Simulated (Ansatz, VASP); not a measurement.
## Two plane-wave programs on MnAs

```
Mn As
1.0
     3.37585    0.00000    0.00000
    -1.68793    2.92357    0.00000
     0.00000    0.00000    5.67287
Mn As
2 2
Direct
  0.00000 0.00000 0.00000
  0.00000 0.00000 0.50000
  0.33333 0.66667 0.25000
  0.66667 0.33333 0.75000
```

Alike in both runs: functional PBE; k mesh 12 × 12 × 8; occupations gaussian, width 0.05 eV; no spin polarisation.

Ansatz relaxed the structure, and its values are those at the end. VASP's run is a single point on that final structure, the one shown.

|  | VASP | Ansatz |
| --- | --- | --- |
| version | VASP 6.6.1 | Ansatz 0.2.0 |
| potentials or method | VASP PAW PBE potentials, release 64 (Mn_pv, As) | scalar-relativistic, plane waves, PAW |
| plane-wave cutoff (eV) | 520 | 420 |
| valence electrons in the cell | 36 | 60 |

Ansatz gave:

```
gap on the k mesh at the Fermi level (eV) : none
pressure (GPa)                            : 0.0
```

Task: Which values does VASP return?

Result: gap on the k mesh at the Fermi level (eV): none; pressure (GPa): 0.3.

A gap of «none» marks a metal or a gap that the smearing closes. The two sets of potentials don't hold the same shells in valence.

Spin polarisation is off, so any magnetic state and its effect on volume and gap are missing.
